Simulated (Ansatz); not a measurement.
Relaxed AlSb (zinc blende):

```
CELL_PARAMETERS angstrom
      0.00000     3.08862     3.08862
      3.08862     0.00000     3.08862
      3.08862     3.08862     0.00000
ATOMIC_POSITIONS crystal
  Sb 0.75000 0.75000 0.75000
  Al 0.00000 0.00000 0.00000
```

Method: r2SCAN (plane waves to 500 eV, PAW, scalar-relativistic; Ansatz, a quantum-chemistry and plane-wave program). k mesh 11×11×11 (Γ-centred), Fermi-Dirac smearing 0.05 eV. AlSb was relaxed with its symmetry unable to fall. Spin-orbit coupling is left out, though Sb is heavy.

One atom of the cell was then moved (with its periodic images), all else fixed, and the forces (eV/Å) came out as:

```csv
atom,Fx,Fy,Fz
Sb1,2.366,0.000,0.000
Al2,-2.366,0.000,0.000
```

With two atoms only their relative shift counts; take Sb1 as fixed.

Problem. Which atom was moved, and by which vector (Å)?

Solution. Al2, by (0.32, 0.00, 0.00), 0.32 Å in all.

(For displaced atoms, the force is minus the slope of the energy, and its curvature is a force constant, which sets phonon frequencies.)
